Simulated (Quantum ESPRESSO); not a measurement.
# Al2Pt (Fm-3m) in Quantum ESPRESSO: reference runs

Aim: a first look at Al2Pt with PBE, on the cell as given.

Program: Quantum ESPRESSO 7.5. These are calculated values, not measurements. Logs are shortened: lines on timing, memory, paths and dates and some standing lists are left out, and cuts for length are marked.

### Step 1. The structure

It takes space group Fm-3m (No. 225, cubic). The conventional cell has a = 5.910 Å, b = 5.910 Å, c = 5.910 Å, α = 90.00°, β = 90.00°, γ = 90.00°. Pt (site symmetry m-3m) has 8 Al at 2.56 Å as nearest neighbours. Around Al (site symmetry -43m) lie 4 Pt at 2.56 Å.

### Step 2. Single point, PBE

The input, pw.in:

```
&CONTROL
  calculation = 'scf'
  prefix = 'pwscf'
  outdir = './tmp'
  pseudo_dir = './pseudo'
  tprnfor = .true.
  tstress = .true.
  disk_io = 'low'
/
&SYSTEM
  ibrav = 0
  nat = 3
  ntyp = 2
  ecutwfc = 55
  ecutrho = 440
  nbnd = 18
  occupations = 'smearing'
  smearing = 'fd'
  degauss = 0.00367493
/
&ELECTRONS
  conv_thr = 6d-10
  electron_maxstep = 120
  mixing_beta = 0.5
/
ATOMIC_SPECIES
Pt   195.0840 pt_pbe_v1.4.uspp.F.UPF
Al    26.9815 Al.pbe-n-kjpaw_psl.1.0.0.UPF
CELL_PARAMETERS angstrom
   0.0000000000    2.9550000000    2.9550000000
   2.9550000000    0.0000000000    2.9550000000
   2.9550000000    2.9550000000    0.0000000000
ATOMIC_POSITIONS crystal
Pt     0.0000000000    0.0000000000    0.0000000000
Al     0.7500000000    0.7500000000    0.7500000000
Al     0.2500000000    0.2500000000    0.2500000000
K_POINTS automatic
8 8 8 0 0 0
```

The input, pp_density.in:

```
&INPUTPP
  prefix = 'pwscf'
  outdir = './tmp'
  filplot = 'density.dat'
  plot_num = 0
/
&PLOT
  nfile = 1
  filepp(1) = 'density.dat'
  iflag = 3
  output_format = 6
  fileout = 'density.cube'
/
```

The input, pp_potential.in:

```
&INPUTPP
  prefix = 'pwscf'
  outdir = './tmp'
  filplot = 'potential.dat'
  plot_num = 11
/
&PLOT
  nfile = 1
  filepp(1) = 'potential.dat'
  iflag = 3
  output_format = 6
  fileout = 'potential.cube'
/
```

Potentials or basis: SSSP 1.3 efficiency PBE.

Command:

```
> OMP_NUM_THREADS=1 mpirun -n 2 pw.x -nk 2 -in pw.in > pw.out
> OMP_NUM_THREADS=1 mpirun -n 1 pp.x -in pp_density.in > pp_density.out
> OMP_NUM_THREADS=1 mpirun -n 1 pp.x -in pp_potential.in > pp_potential.out
```

pw.out:

```text
This program is part of the open-source Quantum ESPRESSO suite
     for quantum simulation of materials; please cite
         "P. Giannozzi et al., J. Phys.:Condens. Matter 21 395502 (2009);
         "P. Giannozzi et al., J. Phys.:Condens. Matter 29 465901 (2017);
         "P. Giannozzi et al., J. Chem. Phys. 152 154105 (2020);
     in publications or presentations arising from this work. More details at

     file Al.pbe-n-kjpaw_psl.1.0.0.UPF: wavefunction(s)  3S 3P renormalized
     Message from routine setup:
     using ibrav=0 with symmetry is DISCOURAGED, use correct ibrav instead
[... 6 lines left out ...]
     --------------------
     sticks:   dense  smooth     PW     G-vecs:    dense   smooth      PW
     Sum        1891     955    283                54313    19195    3143

     Using Slab Decomposition

     bravais-lattice index     =            0
     lattice parameter (alat)  =       7.8972  a.u.
     unit-cell volume          =     348.2564 (a.u.)^3
     number of atoms/cell      =            3
     number of atomic types    =            2
     number of electrons       =        22.00
     number of Kohn-Sham states=           18
     kinetic-energy cutoff     =      55.0000  Ry
     charge density cutoff     =     440.0000  Ry
     scf convergence threshold =      6.0E-10
     mixing beta               =       0.5000
     number of iterations used =            8  plain     mixing
     Exchange-correlation= SLA  PW   PBX  PBC
                           (   1   4   3   4   0   0   0)

     celldm(1)=   7.897168  celldm(2)=   0.000000  celldm(3)=   0.000000
     celldm(4)=   0.000000  celldm(5)=   0.000000  celldm(6)=   0.000000

     crystal axes: (cart. coord. in units of alat)
               a(1) = (   0.000000   0.707107   0.707107 )
               a(2) = (   0.707107   0.000000   0.707107 )
               a(3) = (   0.707107   0.707107   0.000000 )

     reciprocal axes: (cart. coord. in units 2 pi/alat)
               b(1) = ( -0.707107  0.707107  0.707107 )
               b(2) = (  0.707107 -0.707107  0.707107 )
               b(3) = (  0.707107  0.707107 -0.707107 )

     PseudoPot. # 1 for Pt read from file:
     pt_pbe_v1.4.uspp.F.UPF
     Pseudo is Ultrasoft + core correction, Zval = 16.0
     Generated by new atomic code, or converted to UPF format
     Using radial grid of  985 points,  6 beta functions with:
                l(1) =   0
                l(2) =   0
                l(3) =   1
                l(4) =   1
                l(5) =   2
                l(6) =   2
     Q(r) pseudized with  8 coefficients,  rinner =    1.300   1.300   1.300
                                                       1.300   1.300

     PseudoPot. # 2 for Al read from file:
     Al.pbe-n-kjpaw_psl.1.0.0.UPF
     Pseudo is Projector augmented-wave + core cor, Zval =  3.0
     Generated using "atomic" code by A. Dal Corso  v.5.1
     Shape of augmentation charge: PSQ
     Using radial grid of 1135 points,  6 beta functions with:
                l(1) =   0
                l(2) =   0
                l(3) =   1
                l(4) =   1
                l(5) =   2
                l(6) =   2
     Q(r) pseudized with 0 coefficients

     atomic species   valence    mass     pseudopotential
     Pt               16.00   195.08400     Pt( 1.00)
     Al                3.00    26.98150     Al( 1.00)

     48 Sym. Ops., with inversion, found

   Cartesian axes

     site n.     atom                  positions (alat units)
         1        Pt     tau(   1) = (   0.0000000   0.0000000   0.0000000  )
         2        Al     tau(   2) = (   1.0606602   1.0606602   1.0606602  )
         3        Al     tau(   3) = (   0.3535534   0.3535534   0.3535534  )

     number of k points=    29  Fermi-Dirac smearing, width (Ry)=  0.0037
                       cart. coord. in units 2pi/alat
        k(    1) = (   0.0000000   0.0000000   0.0000000), wk =   0.0039062
        k(    2) = (   0.0883883   0.0883883  -0.0883883), wk =   0.0312500
        k(    3) = (   0.1767767   0.1767767  -0.1767767), wk =   0.0312500
        k(    4) = (   0.2651650   0.2651650  -0.2651650), wk =   0.0312500
        k(    5) = (  -0.3535534  -0.3535534   0.3535534), wk =   0.0156250
        k(    6) = (   0.1767767   0.0000000   0.0000000), wk =   0.0234375
[... 21 lines left out ...]
        k(   28) = (  -0.7071068   0.1767767  -0.0000000), wk =   0.0468750
        k(   29) = (  -0.7071068   0.3535534   0.0000000), wk =   0.0234375

     Dense  grid:    54313 G-vectors     FFT dimensions: (  54,  54,  54)

     Smooth grid:    19195 G-vectors     FFT dimensions: (  40,  40,  40)

     Initial potential from superposition of free atoms

     starting charge      21.4954, renormalised to      22.0000

     negative rho (up, down):  1.882E-01 0.000E+00
     Starting wfcs are   20 randomized atomic wfcs
     Checking if some PAW data can be deallocated...

     Self-consistent Calculation

     iteration #  1     ecut=    55.00 Ry     beta= 0.50
     Davidson diagonalization with overlap
     ethr =  1.00E-02,  avg # of iterations =  4.2

     negative rho (up, down):  1.713E-01 0.000E+00

     total energy              =    -288.79304749 Ry
     estimated scf accuracy    <       2.36833619 Ry

     iteration #  2     ecut=    55.00 Ry     beta= 0.50
     Davidson diagonalization with overlap
     ethr =  1.00E-02,  avg # of iterations =  2.0

     negative rho (up, down):  1.757E-01 0.000E+00

     total energy              =    -289.68867365 Ry
     estimated scf accuracy    <       1.70429403 Ry

     iteration #  3     ecut=    55.00 Ry     beta= 0.50
     Davidson diagonalization with overlap
     ethr =  7.75E-03,  avg # of iterations =  1.7

     negative rho (up, down):  1.731E-01 0.000E+00

     total energy              =    -289.86761524 Ry
     estimated scf accuracy    <       0.05662386 Ry

     iteration #  4     ecut=    55.00 Ry     beta= 0.50
     Davidson diagonalization with overlap
     ethr =  2.57E-04,  avg # of iterations =  3.1
[... 46 lines left out ...]
     negative rho (up, down):  1.733E-01 0.000E+00

     total energy              =    -289.89457400 Ry
     estimated scf accuracy    <       0.00000002 Ry

     iteration # 10     ecut=    55.00 Ry     beta= 0.50
     Davidson diagonalization with overlap
     ethr =  7.00E-11,  avg # of iterations =  2.1

     negative rho (up, down):  1.733E-01 0.000E+00

     total energy              =    -289.89457400 Ry
     estimated scf accuracy    <          5.3E-09 Ry

     iteration # 11     ecut=    55.00 Ry     beta= 0.50
     Davidson diagonalization with overlap
     ethr =  2.41E-11,  avg # of iterations =  2.0

     negative rho (up, down):  1.733E-01 0.000E+00

     End of self-consistent calculation

          k = 0.0000 0.0000 0.0000 (  2421 PWs)   bands (ev):

   -42.0358 -42.0358 -42.0358   0.9009   6.0763   6.0763   6.0763   7.4320
     7.4320  14.0880  14.9572  14.9572  14.9572  16.5423  16.5423  16.5423
    17.4748  17.4748

          k = 0.0884 0.0884-0.0884 (  2385 PWs)   bands (ev):

   -42.0362 -42.0359 -42.0359   1.1159   5.9514   6.1467   6.1467   7.4096
     7.4096  12.7802  14.4012  14.4012  14.4263  17.0626  17.0869  17.0869
    17.1965  17.1965

          k = 0.1768 0.1768-0.1768 (  2418 PWs)   bands (ev):

   -42.0371 -42.0360 -42.0360   1.7350   5.6554   6.2941   6.2941   7.4150
     7.4150  10.2526  13.4102  13.4102  14.8770  16.5635  16.6127  16.6127
    18.4620  18.4620

          k = 0.2652 0.2652-0.2652 (  2418 PWs)   bands (ev):

   -42.0380 -42.0362 -42.0362   2.6319   5.2993   6.3829   6.3829   7.5491
     7.5491   8.2578  12.5206  12.5206  14.9706  16.3581  16.3581  16.4632
    19.9295  20.1533

          k =-0.3536-0.3536 0.3536 (  2392 PWs)   bands (ev):

   -42.0384 -42.0362 -42.0362   3.2334   5.0251   6.3978   6.3978   7.4283
     7.6564   7.6564  12.1494  12.1494  14.9055  16.2850  16.2850  16.5118
    20.8023  20.8024

          k = 0.1768 0.0000 0.0000 (  2397 PWs)   bands (ev):

   -42.0362 -42.0359 -42.0359   1.1890   5.9002   6.1842   6.1842   7.2877
     7.5001  13.4570  13.4570  13.7018  14.1215  16.0757  17.1069  17.7265
    17.7265  18.3531

          k = 0.2652 0.0884-0.0884 (  2411 PWs)   bands (ev):

   -42.0369 -42.0361 -42.0361   1.6794   5.6724   6.3223   6.3294   7.1813
     7.5612  11.0123  12.5654  13.1496  14.6821  15.9039  17.2173  17.5977
    17.7847  19.5071

          k = 0.3536 0.1768-0.1768 (  2407 PWs)   bands (ev):

   -42.0378 -42.0363 -42.0363   2.5119   5.3781   6.3890   6.4566   7.3028
     7.6537   8.7832  11.9011  12.2141  14.6965  17.0603  17.1829  17.2528
    17.5109  20.9319

          k =-0.2652-0.4419 0.4419 (  2406 PWs)   bands (ev):

   -42.0383 -42.0365 -42.0363   3.3494   5.0741   6.3518   6.5069   7.4191
     7.6453   7.6664  11.4073  11.7432  14.6530  16.6881  16.9882  17.4506
    19.2567  21.0384

          k =-0.1768-0.3536 0.3536 (  2403 PWs)   bands (ev):

   -42.0381 -42.0365 -42.0362   3.1165   5.1811   6.3336   6.5183   7.4559
     7.5282   7.9745  11.1311  12.2988  14.8100  16.5091  16.6624  17.7813
    19.7039  19.7497

          k =-0.0884-0.2652 0.2652 (  2399 PWs)   bands (ev):

   -42.0375 -42.0364 -42.0361   2.2010   5.4973   6.3184   6.4451   7.2575
     7.6014   9.4772  11.4882  13.3835  15.2444  16.1343  16.4962  18.0814
    18.1192  18.4223

          k = 0.0000-0.1768 0.1768 (  2401 PWs)   bands (ev):

   -42.0367 -42.0361 -42.0359   1.4684   5.7759   6.2374   6.2625   7.2872
     7.4914  11.6471  12.3274  14.5283  15.1407  16.1439  16.5734  16.9302
    17.6697  18.1435

          k = 0.3536 0.0000 0.0000 (  2413 PWs)   bands (ev):

   -42.0371 -42.0363 -42.0363   2.0387   5.5159   6.5084   6.5084   6.9080
     7.6712  11.1489  11.6449  11.6449  14.1897  14.9854  18.6504  18.7387
    18.7387  19.8750

          k = 0.4419 0.0884-0.0884 (  2399 PWs)   bands (ev):

   -42.0377 -42.0365 -42.0365   2.7723   5.3118   6.4669   6.7052   7.0235
     7.7555   9.1698  10.9794  11.0317  14.4275  15.3253  18.2958  18.8125
    19.3213  20.9620

          k =-0.1768-0.5303 0.5303 (  2405 PWs)   bands (ev):

   -42.0380 -42.0369 -42.0365   3.7026   5.1226   6.2212   6.8094   7.4513
     7.5856   7.7023  10.2444  10.8651  14.4617  16.7384  17.6130  18.4432
    19.7299  21.4651

          k =-0.0884-0.4419 0.4419 (  2381 PWs)   bands (ev):

   -42.0379 -42.0371 -42.0364   3.8929   5.1411   6.1520   6.8372   6.9308
     7.4028   8.2638   9.5974  11.4448  14.5713  17.1696  17.8678  18.2393
    20.1628  20.1780

          k = 0.0000-0.3536 0.3536 (  2395 PWs)   bands (ev):

   -42.0377 -42.0369 -42.0362   3.0160   5.3269   6.2573   6.7169   7.1823
     7.5275   8.8093   9.8504  12.4429  14.8689  16.8761  17.1903  18.1873
    18.7540  20.2779

          k = 0.5303-0.0000 0.0000 (  2397 PWs)   bands (ev):

   -42.0380 -42.0366 -42.0366   3.3922   5.1761   6.3372   7.0070   7.0070
     7.8528   8.7439  10.1946  10.1946  14.2502  14.5978  19.4009  20.2498
    20.2498  20.7878

          k =-0.0884-0.6187 0.6187 (  2397 PWs)   bands (ev):

   -42.0382 -42.0369 -42.0367   4.2838   5.0812   5.8422   7.1848   7.4315
     7.6164   7.8003   9.6236   9.9730  14.3758  15.0977  18.6571  20.3769
    21.4924  21.6458

          k = 0.0000-0.5303 0.5303 (  2382 PWs)   bands (ev):

   -42.0379 -42.0373 -42.0366   4.6723   5.2087   5.5641   6.8247   7.1679
     7.4900   8.0810   9.1292  10.5231  14.4343  16.5509  17.8920  19.7245
    20.3360  21.1520

          k =-0.7071 0.0000 0.0000 (  2402 PWs)   bands (ev):

   -42.0384 -42.0368 -42.0368   4.8633   5.0456   5.3009   7.3494   7.3494
     7.7212   7.9315   9.5263   9.5263  14.2743  14.5162  19.2013  21.8986
    21.8986  22.3129

          k = 0.3536 0.1768 0.0000 (  2391 PWs)   bands (ev):

   -42.0374 -42.0365 -42.0362   2.2902   5.4641   6.3726   6.5494   7.0945
     7.6636   9.8304  10.9527  12.5570  15.1550  15.6396  17.0826  17.8561
    19.2042  19.6476

          k =-0.2652-0.4419 0.6187 (  2400 PWs)   bands (ev):

   -42.0379 -42.0368 -42.0364   3.1925   5.2454   6.2937   6.7142   7.2912
     7.5412   8.3394  10.2548  11.7111  15.1171  16.2566  17.2911  18.3054
    19.1282  20.6538

          k =-0.1768-0.3536 0.5303 (  2392 PWs)   bands (ev):

   -42.0381 -42.0369 -42.0364   3.8323   5.0610   6.2380   6.7285   6.9875
     7.6355   7.8960  10.1569  11.2553  14.9952  16.3312  17.9885  18.3952
    19.5294  20.0595

          k =-0.1768-0.5303 0.7071 (  2403 PWs)   bands (ev):

   -42.0380 -42.0369 -42.0366   3.5925   5.1730   6.2233   7.0156   7.2070
     7.5901   8.3108   9.7382  10.6888  14.9364  15.3607  17.7048  19.9502
    20.2812  20.9359

          k =-0.0884-0.4419 0.6187 (  2396 PWs)   bands (ev):

   -42.0379 -42.0373 -42.0367   4.4708   5.0922   5.9533   6.6372   7.1379
     7.6769   8.0354   9.1602  10.4931  15.1295  16.6639  17.1246  19.0559
    20.2053  21.7502

          k = 0.0000-0.3536 0.5303 (  2387 PWs)   bands (ev):

   -42.0377 -42.0374 -42.0365   4.1086   5.1796   6.1259   6.6670   7.0538
     7.4126   8.6467   8.8696  10.9704  15.3424  16.4820  17.6448  18.6530
    19.3863  21.8022

          k =-0.7071 0.1768-0.0000 (  2396 PWs)   bands (ev):

   -42.0382 -42.0370 -42.0368   5.0589   5.1226   5.2285   7.0006   7.3497
     7.6423   7.8752   9.1374   9.9804  14.8737  15.2824  18.1289  20.2144
    21.3647  22.2370

          k =-0.7071 0.3536 0.0000 (  2400 PWs)   bands (ev):

   -42.0376 -42.0376 -42.0368   5.1170   5.1170   5.7408   6.0404   7.3500
     7.8740   8.3478   8.3478  10.2459  16.3315  16.3315  17.3223  17.4319
    21.1186  23.6883

     the Fermi energy is    11.1035 ev

!    total energy              =    -289.89457401 Ry
     estimated scf accuracy    <          2.2E-11 Ry
     smearing contrib. (-TS)   =      -0.00091860 Ry
     internal energy E=F+TS    =    -289.89365540 Ry

     The total energy is F=E-TS. E is the sum of the following terms:
     one-electron contribution =     -83.66000777 Ry
     hartree contribution      =      53.33171663 Ry
     xc contribution           =     -62.18383036 Ry
     ewald contribution        =    -128.02678010 Ry
     one-center paw contrib.   =     -69.35475380 Ry

     convergence has been achieved in  11 iterations

     negative rho (up, down):  1.733E-01 0.000E+00

     Forces acting on atoms (cartesian axes, Ry/au):

     atom    1 type  1   force =     0.00000000    0.00000000    0.00000000
     atom    2 type  2   force =    -0.00000000   -0.00000000    0.00000000
     atom    3 type  2   force =     0.00000000   -0.00000000   -0.00000000

     Total force =     0.000000     Total SCF correction =     0.000000

     Computing stress (Cartesian axis) and pressure

     negative rho (up, down):  1.733E-01 0.000E+00
          total   stress  (Ry/bohr**3)                   (kbar)     P=       23.62
   0.00016054   0.00000000  -0.00000000           23.62        0.00       -0.00
   0.00000000   0.00016054  -0.00000000            0.00       23.62       -0.00
  -0.00000000  -0.00000000   0.00016054           -0.00       -0.00       23.62

=------------------------------------------------------------------------------=
   JOB DONE.
=------------------------------------------------------------------------------=
```

It took 28 s on 2 MPI ranks of AMD EPYC 7R43 (Zen 3), shared host; peak memory 0.32 GiB.

Results:

```
Free energy            : -3944.2166 eV
Pressure               : 2.4 GPa
Band gap on the k mesh : none (metal or under the smearing width)
```
